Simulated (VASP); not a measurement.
# Se (R-3m) in VASP: further runs

One crystal, Se, is run at these levels: PBE; tasks: relaxation of cell and atoms.

Program: VASP 6.6.1. These are calculated values, not measurements. Logs are shortened: lines on timing, memory, paths and dates and some standing lists are left out, and cuts for length are marked.

**1. Starting point**

Symmetry: R-3m, No. 166, trigonal system. Conventional cell: a = 3.850 Å, b = 3.850 Å, c = 2.645 Å, α = 90.00°, β = 90.00°, γ = 120.00°. Around Se (site symmetry -3m) lie 8 Se at 2.39 to 2.65 Å.

This isn't the form of Se at room conditions, which is trigonal, of chains.

**2. Relaxation of cell and atoms, PBE, target pressure 148 GPa, at which the enthalpy is minimised**

Input file INCAR:

```
PREC = Accurate ; ENCUT = 520
EDIFF = 1E-7 ; ISMEAR = 0
SIGMA = 0.02 ; LREAL = F
LASPH = T ; NELM = 100
ALGO = Normal ; ISIF = 3
LWAVE = F ; LCHARG = F
GGA = PE ; IBRION = 2
NSW = 80 ; EDIFFG = -0.002
PSTRESS = 1480.0
```

Input file KPOINTS:

```
regular mesh
0
Gamma
  9 9 9
```

Input file POSCAR:

```
Se
1.0
    1.9250000000      1.1113992700      0.8816666700
   -1.9250000000      1.1113992700      0.8816666700
    0.0000000000     -2.2227985400      0.8816666700
Se
1
Direct
    0.0000000000      0.0000000000      0.0000000000
```

Potentials or basis: VASP PAW PBE potentials, release 64 (Se).

Launch:

```
$ cat potpaw_PBE.64/Se/POTCAR > POTCAR
$ mpirun -np 1 vasp_std > vasp.out
```

OUTCAR:

```text
PREC = Accurate
   ENCUT = 520
   EDIFF = 1E-7
   ISMEAR = 0
   LREAL = F
   LASPH = T
   NELM = 100
   ISIF = 3
   GGA = PE
   IBRION = 2
   NSW = 80
   EDIFFG = -0.002
   PSTRESS = 1480.0

 ion  position               nearest neighbor table
   1  0.000  0.000  0.000-

  LATTYP: Found a trigonal (rhomboedric) cell.
 ALAT       =     2.3912694232
 COS(alpha) =    -0.2960878580

  Lattice vectors:

 A1 = (   1.9250000000,   1.1113992700,   0.8816666700)
 A2 = (  -1.9250000000,   1.1113992700,   0.8816666700)
 A3 = (   0.0000000000,  -2.2227985400,   0.8816666700)

Analysis of symmetry for initial positions (statically):
=====================================================================
 Subroutine PRICEL returns:
 Original cell was already a primitive cell.

 Routine SETGRP: Setting up the symmetry group for a
 trigonal (rhombohedral) supercell.

 Subroutine GETGRP returns: Found 12 space group operations
 (whereof 12 operations were pure point group operations)
 out of a pool of 12 trial point group operations.

The static configuration has the point symmetry D_3d.

Analysis of symmetry for dynamics (positions and initial velocities):
=====================================================================
 Subroutine PRICEL returns:
 Original cell was already a primitive cell.

 Routine SETGRP: Setting up the symmetry group for a
 trigonal (rhombohedral) supercell.

 Subroutine GETGRP returns: Found 12 space group operations
 (whereof 12 operations were pure point group operations)
 out of a pool of 12 trial point group operations.

The dynamic configuration has the point symmetry D_3d.

 Subroutine INISYM returns: Found 12 space group operations
 (whereof 12 operations are pure point group operations),
 and found     1 'primitive' translations

----------------------------------------------------------------------------------------

                                     Primitive cell

  volume of cell :      11.3177

  direct lattice vectors                    reciprocal lattice vectors
     1.925000000  1.111399270  0.881666670     0.259740260  0.149961109  0.378071832
    -1.925000000  1.111399270  0.881666670    -0.259740260  0.149961109  0.378071832
     0.000000000 -2.222798540  0.881666670     0.000000000 -0.299922217  0.378071832

  length of vectors
     2.391269423  2.391269423  2.391269426     0.482588486  0.482588486  0.482588486

  position of ions in fractional coordinates (direct lattice)
     0.000000000  0.000000000  0.000000000

  ion indices of the primitive-cell ions
[... 100 lines left out ...]
   LHFCALC =     F    Hartree Fock is set to
   AEXX    =    0.0000 exact exchange contribution
   IVDW    =     0    specifies the selected vdW correction
   LEPSILON=     F    determine dielectric tensor
   LRPA    =     F    only Hartree local field effects (RPA)
 conjugate gradient relaxation of ions
 non-spin polarized calculation
 Gauss-broadening in eV      SIGMA  =   0.02
  energy-cutoff  :      520.00
  volume of cell :       11.32
 maximum number of plane-waves:       319
 NGX is ok and might be reduce to    18
   NGX =  9   NGY =  9   NGZ =  9

--------------------------------------- Ionic step        1  -------------------------------------------

 number of electron       6.0000000 magnetization

 Free energy of the ion-electron system (eV)
  ---------------------------------------------------
  ext. energy  EPLUGINS =         0.00000000
  ---------------------------------------------------
  free energy    TOTEN  =        -0.23470616 eV

  energy without entropy =       -0.23450084  energy(sigma->0) =       -0.23460350

------------------------ aborting loop because EDIFF is reached ----------------------------------------

  FORCE on cell =-STRESS in cart. coord.  units (eV):
  Direction    XX          YY          ZZ          XY          YZ          ZX
  --------------------------------------------------------------------------------------
  -------------------------------------------------------------------------------------
  Total       11.1950460     11.1950461     11.6295444      0.0000000     -0.0000000      0.0000000
  in kB     1584.8200284   1584.8200336   1646.3295256      0.0000000     -0.0000000      0.0000000
  external PRESSURE =     125.3231959 kB  Pullay stress =    1480.0000000 kB
[... 94 lines left out ...]
  energy  without entropy=       -0.4869647055  energy(sigma->0) =       -0.48704987

  enthalpy is  TOTEN    =        10.2099934100 eV   P V=       10.6971284412

[... ionic steps 4 to 13 ...]

--------------------------------------- Ionic step       14  -------------------------------------------

 number of electron       5.9999999 magnetization

------------------------ aborting loop because EDIFF is reached ----------------------------------------
[... 69 lines left out ...]
--------------------------------------- Ionic step       16  -------------------------------------------

 number of electron       5.9999999 magnetization

 Free energy of the ion-electron system (eV)
  ---------------------------------------------------
  ext. energy  EPLUGINS =         0.00000000
  ---------------------------------------------------
  free energy    TOTEN  =        -0.46141903 eV

  energy without entropy =       -0.46116345  energy(sigma->0) =       -0.46129124

 E-fermi :  14.4680     XC(G=0): -13.3353

 val. band max:       14.3831594074   @ k =   0.1111   0.1111   0.1111
 cond. band min:      14.4717951751   @ k =  -0.1111   0.4444   0.1111
 fundamental gap:      0.0886357677
 Fermi energy:        14.4680290726

 k-point     1 :       0.0000    0.0000    0.0000
  band No.  band energies     occupation
      1      -8.8762      2.00000
      2      19.4473      0.00000
      3      21.9381      0.00000
      4      21.9381      0.00000
      5      26.3198      0.00000
      6      26.3198      0.00000
      7      29.2583      0.00000
[... 221 lines left out ...]
 k-point    24 :       0.4444    0.4444    0.0000
  band No.  band energies     occupation
      1       0.5570      2.00000
      2       2.4097      2.00000
      3      10.0654      2.00000
      4      18.7011      0.00000
      5      21.9056      0.00000
      6      25.5072      0.00000
      7      33.7033      0.00000

 [... further k-points ...]

------------------------ aborting loop because EDIFF is reached ----------------------------------------

  FORCE on cell =-STRESS in cart. coord.  units (eV):
  Direction    XX          YY          ZZ          XY          YZ          ZX
  --------------------------------------------------------------------------------------
  -------------------------------------------------------------------------------------
  Total       10.6667965     10.6667967     10.6677158      0.0000000      0.0000000      0.0000000
  in kB     1479.9335133   1479.9335375   1480.0610637      0.0000000      0.0000000      0.0000000
  external PRESSURE =      -0.0239618 kB  Pullay stress =    1480.0000000 kB
[... 20 lines left out ...]
  energy  without entropy=       -0.4611634499  energy(sigma->0) =       -0.46129124

  enthalpy is  TOTEN    =        10.2058566621 eV   P V=       10.6672756880

 reached required accuracy - stopping structural energy minimisation
```

OSZICAR:

```text
N       E                     dE             d eps       ncg     rms          rms(c)
DAV:   1     0.107698993082E+02    0.10770E+02   -0.35754E+03  1267   0.795E+02
DAV:   2    -0.168355040934E+00   -0.10938E+02   -0.10583E+02  1694   0.840E+01
DAV:   3    -0.258160004411E+00   -0.89805E-01   -0.89725E-01  1407   0.835E+00
[... 104 lines left out ...]
DAV:   3    -0.461614725737E+00    0.12703E-06   -0.12833E-07   910   0.244E-03    0.250E-04
DAV:   4    -0.461614722970E+00    0.27674E-08   -0.42699E-09   595   0.680E-04
  15 F= 0.10205857E+02 E0= 0.10205985E+02  d E =0.272415E-06
       N       E                     dE             d eps       ncg     rms          rms(c)
DAV:   1    -0.461419027391E+00    0.19570E-03   -0.71847E-06  1435   0.176E-02    0.205E-03
DAV:   2    -0.461419025909E+00    0.14825E-08   -0.13406E-07  1281   0.338E-03
  16 F= 0.10205857E+02 E0= 0.10205984E+02  d E =-.119989E-07
```

CONTCAR:

```text
Se
   1.00000000000000
     1.9188642432076577    1.1078567964136943    0.9053640787515592
    -1.9188642432076577    1.1078567964136943    0.9053640787515592
    -0.0000000000000000   -2.2157135928273886    0.9053640787515589
  Se
     1
Direct
     0.0000000000000000    0.0000000000000000    0.0000000000000000

  0.00000000E+00  0.00000000E+00  0.00000000E+00
```

Run time: 20 s. Hardware: 1 thread of Intel Xeon 6975P-C (Granite Rapids), shared host; peak memory 0.12 GiB.

Results:

```yaml
Free_energy: -0.4614 eV
Relaxed_volume: 11.55 Å³/atom
Relaxed_cell: a = 2.394 Å, b = 2.394 Å, c = 2.394 Å, α = 106.58°, β = 106.58°, γ = 106.58°
Space_group_after_relaxing_to_0.05_Å: R-3m (No. 166)
Energy_change_on_relaxing_the_enthalpy_is_what_falls: -226.7 meV/atom
Ionic_steps: 16
Pressure_after_relaxing: 148.0 GPa
Band_gap_on_the_k_mesh: none (metal or under the smearing width)
```

The path:
```
step  energy change (eV)  largest force (eV/Å)  pressure (GPa)  volume (Å³)
   1              0.0000                0.0000          160.53        11.32
   2             -1.1873                0.0000           96.20        12.83
   3             -0.2524                0.0000          146.61        11.58
   4             -0.2367                0.0000          147.47        11.56
   5             -0.2277                0.0000          147.80        11.55
   6             -0.1734                0.0000          152.01        11.51
   7             -0.2180                0.0000          148.51        11.54
   8             -0.2197                0.0000          148.35        11.54
   9             -0.2192                0.0000          148.39        11.54
  10             -0.2608                0.0000          146.24        11.59
  11             -0.2262                0.0000          148.02        11.55
  12             -0.2264                0.0000          148.02        11.55
  13             -0.2436                0.0000          147.13        11.57
  14             -0.2266                0.0000          148.00        11.55
  15             -0.2269                0.0000          147.98        11.55
  16             -0.2267                0.0000          148.00        11.55
```

Final structure:
```
Se
1.0
     1.91886    1.10786    0.90536
    -1.91886    1.10786    0.90536
     0.00000   -2.21571    0.90536
Se
1
Direct
  0.00000 0.00000 0.00000
```

Levels at points of the mesh, in eV from the Fermi level:
| k point | band 1 | band 2 | band 3 | band 4 | band 5 | band 6 | band 7 |
| --- | --- | --- | --- | --- | --- | --- | --- |
| (0.00, 0.00, 0.00) | -23.34 | 4.98 | 7.47 | 7.47 | 11.85 | 11.85 | 14.79 |

Caveat: the cell is relaxed towards a set pressure, so the enthalpy falls and the energy may rise. Zero-point motion and thermal expansion aren't in these numbers.

**3. Relaxation of cell and atoms, PBE, target pressure 148 GPa, at which the enthalpy is minimised**

This run uses another cell than the first one, of 11.55 Å³/atom, 1.020 times its volume.

INCAR is that of step 2.

KPOINTS is that of step 2.

Input file POSCAR:

```
Se                                      
1.0
    1.9188642432      1.1078567964      0.9053640788
   -1.9188642432      1.1078567964      0.9053640788
   -0.0000000000     -2.2157135928      0.9053640788
  Se            
     1
Direct
     0.0000000000000000    0.0000000000000000    0.0000000000000000
```

Potentials or basis: VASP PAW PBE potentials, release 64 (Se).

Launch:

```
$ cat potpaw_PBE.64/Se/POTCAR > POTCAR
$ mpirun -np 1 vasp_std > vasp.out
```

Run time: 2.7 s. Hardware: 1 thread of Intel Xeon 6975P-C (Granite Rapids), shared host; peak memory 0.12 GiB.

It converged, with:

```yaml
Free_energy: -0.4615 eV
Pressure_after_relaxing: 148.0 GPa
Band_gap_on_the_k_mesh: none (metal or under the smearing width)
```

Final structure:
```
Se
1.0
     1.91886    1.10786    0.90536
    -1.91886    1.10786    0.90536
     0.00000   -2.21571    0.90536
Se
1
Cartesian
  0.0000 0.0000 0.0000
```

Levels at points of the mesh, in eV from the Fermi level:
```
           k point  band 1  band 2  band 3  band 4  band 5  band 6  band 7
(0.00, 0.00, 0.00)  -23.34    4.98    7.47    7.47   11.85   11.85   14.79
```

Caveat: the relaxation stopped at its first step, so nothing moved; the cell is relaxed towards a set pressure, so the enthalpy falls and the energy may rise.
